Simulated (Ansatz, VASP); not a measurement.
Given: the input of a run of VASP 6.6.1 on Pb.

The input INCAR:

```
SYSTEM = Pb
ALGO     = Fast           ! electronic algorithm
EDIFF    = 1E-6           ! SCF threshold, eV
ENCUT    = 520            ! plane-wave cutoff, eV
GGA      = PE             ! functional
ISIF     = 2              ! what is computed and relaxed
ISMEAR   = -1             ! smearing method
LASPH    = .TRUE.         ! aspherical terms in the spheres
LCHARG   = .TRUE.         ! write CHGCAR
LELF     = .TRUE.         ! ELF
LREAL    = .FALSE.        ! projectors in reciprocal space
LVHAR    = .TRUE.       
LWAVE    = .FALSE.        ! write WAVECAR
NBANDS   = 13             ! bands
NELM     = 60             ! most SCF steps
PREC     = Accurate       ! precision mode
SIGMA    = 0.05           ! smearing width, eV
```

Contents of KPOINTS:

```
k-points
0
G
  9 9 9
  0 0 0
```

The input POSCAR:

```
Pb
1.0
   -0.0069630000      2.4696840000      2.4484290000
    2.4475870000     -0.0269830000      2.4684490000
    2.4538240000      2.4959410000     -0.0332200000
Pb
1
Direct
   -0.0123650000      0.0070870000      0.0165600000
```

Potentials or basis: VASP PAW PBE potentials, release 64 (Pb_d).

Launch:

```bash
$ cat potpaw_PBE.64/Pb_d/POTCAR > POTCAR
$ mpirun -np 1 vasp_std > vasp.out
```

Problem. Set up the same calculation for Ansatz 0.2.0. Potentials there: all-electron LAPW, scalar-relativistic.

Solution. As run (the cutoff follows the program's own potentials):

Contents of input.yaml:

```yaml
crystal:
  lattice:
    - [-0.006963, 2.469684, 2.448429]
    - [2.447587, -0.026983, 2.468449]
    - [2.453824, 2.495941, -0.03322]
  atoms:
    - { symbol: Pb, position: [-0.012365, 0.007087, 0.01656] }
kpoints:
  mp_grid: { grid: [9, 9, 9] }
scf:
  occupations: { method: fermi_dirac, width: 0.05 }
hamiltonian:
  xc: pbe
  pseudopotentials: { kind: all_electron, lapw: { basis_error: 0.001 } }
output:
  forces: true
  stress: true
  eigenvalues: true
  populations: true
```

Potentials or basis: all-electron LAPW, scalar-relativistic.

Launch:

```console
$ ansatz run input.yaml --threads 1 --pin off --max-ram 2560MiB --backend cpu --events-out ev --progress --plain --runs-dir out
```

Both were run:

|  | VASP | Ansatz | Ansatz less VASP |
| --- | --- | --- | --- |
| gap on the k mesh at the Fermi level (eV) | none | none | - |
| pressure (GPa) | 2.3 | 2.3 | +0.03 |
| largest component of the traceless stress (GPa) | 0.77 | 0.76 | -0.002 |

A gap of «none» marks a metal or a gap that the smearing closes. Ansatz ran all-electron here, so the differences hold the error of VASP's frozen core and of both bases.

Spin-orbit coupling is left out, which matters for the levels of Pb.
